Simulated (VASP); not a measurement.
A run of VASP 6.6.1 is set up as follows.

The input INCAR:

```
SYSTEM = KCl
PREC = Accurate
ENCUT = 520
EDIFF = 1E-7
ISMEAR = 0
SIGMA = 0.02
LREAL = .FALSE.
LASPH = .TRUE.
NELM = 60
ALGO = Normal
ISIF = 2
LWAVE = .FALSE.
LCHARG = .FALSE.
GGA = PE
NBANDS = 15
```

Contents of KPOINTS:

```
regular mesh
0
G
  6 6 6
  0 0 0
```

POSCAR

```
KCl
1.0
    0.0000000000      3.1888501188      3.1888501188
    3.1888501188      0.0000000000      3.1888501188
    3.1888501188      3.1888501188      0.0000000000
K Cl
1 1
Direct
    0.0000000000      0.0000000000      0.0000000000
    0.5000000000      0.5000000000      0.5000000000
```

Potentials or basis: VASP PAW PBE potentials, release 64 (K_sv, Cl).

Launch:

```sh
$ cat potpaw_PBE.64/K_sv/POTCAR potpaw_PBE.64/Cl/POTCAR > POTCAR
$ mpirun -np 1 vasp_std > vasp.out
```

Problem. What does it give for the pressure?

Solution. 0.0 GPa.

Problem. Estimate the band gap on the k mesh.

Solution. 5.05 eV, direct.

**What was measured.**

A printed reference work, monograph reports, for a bulk crystal of KCl: band gap 8.68 eV.

A measured gap of KCl is 8.68 eV (a printed reference work, monograph); the calculated 5.05 eV misses it by -3.63 eV. The value is that of PBE, without temperature or zero-point motion. Semilocal functionals fall short of measured gaps as a rule. The cell is a database's relaxed one, not the measured one, which moves gaps too.
